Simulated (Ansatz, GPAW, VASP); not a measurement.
# GaAs: programs and potentials compared

```
CELL_PARAMETERS angstrom
0.00000 2.82685 2.82685
2.82685 0.00000 2.82685
2.82685 2.82685 0.00000
ATOMIC_POSITIONS crystal
As 0.75000 0.75000 0.75000
Ga 0.00000 0.00000 0.00000
```

Alike in all runs: task single point; functional PBE; k mesh 8 × 8 × 8; occupations gaussian, width 0.016 eV; no spin polarisation; no spin-orbit coupling. Pressure is positive in compression and, in plane waves, holds the error of the finite cutoff.

| program and potentials | plane-wave cutoff (eV) | notes | band gap (eV) | pressure (GPa) |
| --- | --- | --- | --- | --- |
| Ansatz, all-electron LAPW, scalar-relativistic | - | - | 0.52 | 3.27 |
| GPAW, GPAW PAW data sets (gpaw-data 1.2.1) | 600 | 4 valence electrons an atom on average | 0.59 | 4.33 |
| VASP, PBE PAW files As, Ga_d, 520 eV | 520 | 9 valence electrons an atom on average | 0.52 | 3.51 |

The band gap spans 0.52 (VASP, PBE PAW files As, Ga_d, 520 eV) to 0.59 eV (GPAW, GPAW PAW data sets (gpaw-data 1.2.1)), with all-electron results at 0.52. The pressure spans 3.27 (Ansatz, all-electron LAPW, scalar-relativistic) to 4.33 GPa (GPAW, GPAW PAW data sets (gpaw-data 1.2.1)), with all-electron results at 3.27. Spin-orbit coupling, left out here, moves the band edges of heavy atoms.

The functional is the same throughout but for its coding, so the spread measures potentials, basis and numerics; runs on potential files found faulty are left out.

All three runs place GaAs under compression at this cell, as expected if the cell is close to the measured one, because PBE underbinds the crystal and favours a larger volume. The VASP run, which keeps the Ga 3d shell in the valence, reproduces the all-electron gap of 0.52 eV and comes close in pressure. GPAW, whose electron count implies a 3d shell frozen in the core, gives the larger gap and the higher pressure. One possible reason for the gap difference is p-d repulsion: filled Ga 3d states mix with the As 4p states at the valence-band top and push it upwards, a response that a frozen shell cannot fully provide. Other differences in the construction of the data sets could contribute as well.

Agreement with the all-electron result doesn't make the gap physically accurate. All three values lie far below the measured gap, chiefly because a semilocal Kohn-Sham gap lacks the derivative discontinuity, which better potentials cannot restore.
